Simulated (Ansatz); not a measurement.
## Point defect: C interstitial in Si

Computed with DFT PBEsol, scalar-relativistic, plane waves, PAW (Ansatz 0.2.0). Settings: 420 eV cutoff, 3×3×3 k-mesh, Gaussian smearing of 0.02 eV, collinear spin in charge +1, -1 alone.

Host crystal, relaxed:

```
Si
1.0
     0.00000    2.71692    2.71692
     2.71692    0.00000    2.71692
     2.71692    2.71692    0.00000
Si
2
Direct
  0.25000 0.25000 0.25000
  0.00000 0.00000 0.00000
```

Supercell of 32 atoms, rows in host cell vectors: -1 -1 3; -1 -1 -1; 3 -1 -1. Atoms relax at the host's cell from a start displaced at random by 0.06 Å near the defect, so other minima may exist. The cell is small, so energies carry finite-size errors of tenths of an eV. The host's Kohn–Sham gap is 0.46 eV. Atoms are taken from and returned to the elements' standard states. Charged cells are corrected for image charges with the computed static dielectric tensor (mean 13.3) and aligned with the host's potential at far atoms (alignment terms reach 0.16 eV). No band-filling term is added, and the Fermi level counts from the host's valence band top.

Defect: C interstitial at (0.500, 0.500, 0.500) of the host cell.

**Question.** What is the formation energy of the neutral defect?

**Answer.** 3.44 eV.

**Question.** Does the neutral defect carry a moment, and how do its surroundings relax?

**Answer.** The neutral run had no spin polarisation, so a moment wasn't tested. The nearest neighbours before are 4 Si at 2.35 Å, 6 Si at 2.72 Å; after relaxation the atoms near the site are 1 Si at 1.75 Å, 2 Si at 1.81 Å; the largest move is 1.64 Å.

**Question.** Charges +1, 0, -1 were computed. Which is stable where in the gap?

**Answer.** Among the charges computed the stable one is 0 at the valence band top and stays so across the gap. In charge +1, -1 the extra carrier would gain by moving to a band edge of the host, so it isn't bound in the gap, though by less than the errors named above. In charge +1, 0, -1 the cell has partly filled bands: a level of the defect may be part filled, the carrier may sit in the host's bands, or levels may cross between the k points, so transitions that involve it are doubtful. Other sites of the defect weren't tried. Levels between neighbouring charges: (+1/0) -0.03 eV, (0/-1) 0.59 eV.